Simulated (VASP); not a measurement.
Data:

```
CELL_PARAMETERS angstrom
      2.69296     0.00000     0.00000
      0.00000     2.69296     0.00000
      0.00000     0.00000     3.71525
ATOMIC_POSITIONS crystal
  Co 0.00000 0.00000 0.00000
  Pt 0.50000 0.50000 0.50000
```
Starting moments (μB, in the order of the record's atoms Co Pt): 1.9 0.4.

The numbers are results of PBE GGA, VASP's PBE PAW potentials (set 64) (plane waves; VASP), not measurements. Run with 480 eV cut-off, 12×12×10 Γ-centred mesh, first-order Methfessel-Paxton smearing of 0.10 eV, potentials Co Pt.

Energy and stress use the plane-wave basis of the starting cell.

Task: The ions, cell shape and volume at an external pressure of 10.0 GPa are relaxed. Give the cell that the relaxation ends in.

Result: 
```
CELL_PARAMETERS angstrom
      2.66191     0.00000     0.00000
      0.00000     2.66191     0.00000
      0.00000     0.00000     3.65249
ATOMIC_POSITIONS crystal
  Co 0.00000 0.00000 0.00000
  Pt 0.50000 0.50000 0.50000
```
Space group P4/mmm (123), at a tolerance of 0.03 Å. The cell ends with 2.23 μB, on the sites 1.85 0.39 μB.

Task: How do energy and volume change from the first to the last step?

Result: The energy (σ→0) changes by +16.2 meV/atom and the volume by -3.9 %, in 11 ionic steps.

```
step  E(σ→0) (eV)  max force (eV/Å)  pressure (GPa)  volume (Å³)
----  -----------  ----------------  --------------  -----------
1        -13.3074             0.000            0.26        26.94
2        -12.9957             0.000           36.40        23.88
3        -13.2769             0.000            9.71        25.92
4        -13.2754             0.000            9.92        25.89
5        -13.2741             0.000           10.14        25.87
6        -13.2741             0.000           10.13        25.87
7        -13.2740             0.000           10.15        25.86
8        -13.2740             0.000           10.18        25.86
9        -13.2774             0.000            9.64        25.92
10       -13.2761             0.000            9.81        25.90
11       -13.2750             0.000            9.99        25.88
```

The compound is CoPt in the L1_0 structure. This run relaxes it under an external pressure of 10 GPa. Symmetry was kept, so distortions that lower it aren't found.
